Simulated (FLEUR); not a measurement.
Moving the volume of the cell in Ni

```xyz
2
Lattice="2.4480 0.0000 0.0000 -1.2240 2.1201 0.0000 0.0000 0.0000 4.0728" Properties=species:S:1:pos:R:3 pbc="T T T"
Ni    1.2240    0.7067    3.0546
Ni    0.0000    1.4134    1.0182
```

This isn't the form of Ni at room conditions, which is fcc.

Kept alike: task single point; functional PBEsol; k mesh 12 × 12 × 7; occupations fermi-dirac, width 0.05 eV; collinear spin, ferromagnetic start. Program: FLEUR, all-electron, FLAPW. The mesh is that of the run's cell of 2 atoms. No spin-orbit coupling.

```csv
"volume of cell, f (times the cell shown)",largest site moment (μB),free energy over the lowest row (meV/atom)
0.8,0.54,390.85
0.85,0.58,185.14
0.9,0.62,65.19
0.95,0.66,8.86
1,0.69,0.00
1.05,0.72,26.05
1.1,0.73,78.33
```

The cell shown is the unstrained one; x, y and z are its Cartesian axes; atoms keep their fractions. For a metal such a mesh leaves the last digits unconverged. The runs hold the magnetic state that their start led to, which needn't be the lowest. Site moments count inside each atom's sphere or projector.

Q: What does the volume of the cell change here?

A: The largest site moment rises from 0.54 to 0.73 μB between 0.8 and 1.1 times the cell shown. The free energy is lowest at 1, and 390.85 meV an atom higher at 0.8.
